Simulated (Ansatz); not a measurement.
# NaI in Ansatz: the effect of functional

NaI:

```
CELL_PARAMETERS angstrom
0.00000 3.23640 3.23640
3.23640 0.00000 3.23640
3.23640 3.23640 0.00000
ATOMIC_POSITIONS crystal
I 0.50000 0.50000 0.50000
Na 0.00000 0.00000 0.00000
```

Alike in all runs:

```yaml
Program: Ansatz 0.2.0
Task: single point
Potentials_or_basis: all-electron PAW datasets made for the crystal
k_mesh: 6 × 6 × 6
Occupations: fermi-dirac, width 0.05 eV
Spin: no spin polarisation
```

**Question.** One run gave: gap on the mesh 5.34 eV. Which functional did it use?
A. PBE0
B. HSE06
C. PBE

**Answer.** A.

| functional | cutoff | gap on the mesh (eV) |
| --- | --- | --- |
| PBE | 260 eV | 3.64 |
| HSE06 | 290 eV | 4.67 |
| PBE0 | 290 eV | 5.34 |

Caveats: spin-orbit coupling is left out, which moves the levels of the heavy elements.

A k mesh can miss the band edges.

Not every run made on this cell is shown here.
